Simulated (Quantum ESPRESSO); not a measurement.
The system is Cu2O (Cuprite).

```
Cu O
1.0
     4.26000    0.00000    0.00000
     0.00000    4.26000    0.00000
     0.00000    0.00000    4.26000
Cu O
4 2
Direct
  0.75000 0.25000 0.75000
  0.75000 0.75000 0.25000
  0.25000 0.75000 0.75000
  0.25000 0.25000 0.25000
  0.50000 0.50000 0.50000
  0.00000 0.00000 0.00000
```

Base run:

| Property | Result |
| --- | --- |
| Program | Quantum ESPRESSO 7.5 |
| Functional | LDA |
| Potentials or basis | SSSP 1.3 efficiency PBE |
| Cutoff | 748 eV |
| Density cutoff | 5987 eV |
| k mesh | 6 × 6 × 6 |
| Occupations | fermi-dirac, width 0.05 eV |
| Spin | no spin polarisation |

Its results: band gap on the k mesh 0.54 eV, direct; pressure -8.2 GPa.

Task: The run is repeated on the same cell with these changes: hubbard terms from none to Cu d U = 6 eV. What comes out?

Result: Band gap on the k mesh 0.93 eV, direct; pressure -2.6 GPa.

The U term pushes filled and empty states of the shell apart.

Caveats: the potentials were made for another functional, which shifts forces and pressure.

A k mesh can miss the band edges.
